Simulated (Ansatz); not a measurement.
**MgH2: zone-centre modes**

The calculation used DFT PBE, scalar-relativistic, plane waves, PAW in Ansatz. Cutoff 420 eV, 20×20×20 k-points (Γ-centred), Fermi-Dirac smearing of 0.15 eV. No spin polarisation. Phonons by linear response, acoustic sum rule imposed.

The cell, relaxed at this level:
```xyz
3
Lattice="-1.6817 1.6825 2.3789 1.6817 -1.6825 2.3789 1.6817 1.6825 -2.3789" Properties=species:S:1:pos:R:3 pbc="T T T"
Mg    0.0000    0.0000    2.3789
H     1.6817    0.0000    1.1893
H     0.0000    1.6825    1.1895
```

The structure comes from a generated guess, relaxed at this level; another structure or a mixture of phases may lie lower. In a metal, frequencies depend on the k mesh and the smearing, soft modes most.

**Question.** Is this structure stable against zone-centre distortions?

**Answer.** Yes, at Γ: no optical mode is imaginary. Strains and other wave vectors aren't tested by this run.

**Question.** List the optical modes at Γ (i marks imaginary ones).

**Answer.**
| frequency (meV) | degeneracy |
| --- | --- |
| 82.5 | 1 |
| 82.6 | 1 |
| 82.7 | 1 |
| 138.8 | 1 |
| 138.8 | 1 |
| 138.9 | 1 |
